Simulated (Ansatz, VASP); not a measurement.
# HfO2: VASP beside Ansatz

File POSCAR:

```
HfO2
1.0
    0.0000000000      2.7783317897      2.1670987960
    2.7783317897      0.0000000000      2.1670987960
    2.7783317897      2.7783317897      0.0000000000
Hf O
1 2
Direct
    0.0000000000      0.0000000000      0.0000000000
    0.2500000000      0.2500000000      0.2500000000
    0.7500000000      0.7500000000      0.7500000000
```

The input INCAR.step1:

```
PREC = Accurate
ENCUT = 520
ISMEAR = 0
SIGMA = 0.05
LREAL = False
LASPH = True
NELM = 60
NBANDS = 18
GGA = PE
ALGO = Normal
EDIFF = 1E-4
LWAVE = True
LCHARG = False
```

The input INCAR.step2:

```
PREC = Accurate
ENCUT = 520
EDIFF = 1E-7
ISMEAR = 0
SIGMA = 0.05
LREAL = False
LASPH = True
NELM = 60
ALGO = Normal
ISIF = 2
LWAVE = False
LCHARG = False
METAGGA = R2SCAN
LMIXTAU = True
NBANDS = 18
ISTART = 1
```

Contents of KPOINTS:

```
Automatic mesh
0
Gamma
  8 8 8
```

Input for Ansatz:

```yaml
crystal:
  lattice:
    - [0.0, 2.7783317897, 2.167098796]
    - [2.7783317897, 0.0, 2.167098796]
    - [2.7783317897, 2.7783317897, 0.0]
  atoms:
    - { symbol: Hf, position: [0.0, 0.0, 0.0] }
    - { symbol: O, position: [0.25, 0.25, 0.25] }
    - { symbol: O, position: [0.75, 0.75, 0.75] }
basis:
  ecutwfc: 500
kpoints:
  mp_grid: { grid: [8, 8, 8] }
hamiltonian:
  xc: r2scan
scf:
  occupations: { method: gaussian, width: 0.05 }
output:
  forces: true
  stress: true
  eigenvalues: true
```

Alike in both runs: task single point; functional r2SCAN; k mesh 8 × 8 × 8; occupations gaussian, width 0.05 eV; no spin polarisation.

|  | VASP | Ansatz |
| --- | --- | --- |
| version | VASP 6.6.1 | Ansatz 0.2.0 |
| potentials or method | VASP PAW PBE potentials, release 64 (Hf_pv, O) | scalar-relativistic, plane waves, PAW |
| plane-wave cutoff (eV) | 520 | 500 |
| valence electrons in the cell | 22 | 38 |

```csv
,VASP,Ansatz,Ansatz less VASP
gap on the k mesh at the Fermi level (eV),0.33,0.37,+0.033
least direct gap on the mesh (eV),0.61,0.64,+0.032
pressure (GPa),-7.2,-3.8,+3.32
largest component of the traceless stress (GPa),83.13,82.29,-0.844
```

The two sets of potentials don't hold the same shells in valence.

Caveats: the PAW data sets were made with another functional, which shifts forces and pressure a little (VASP); spin-orbit coupling is left out, which moves the levels of the heavy elements.
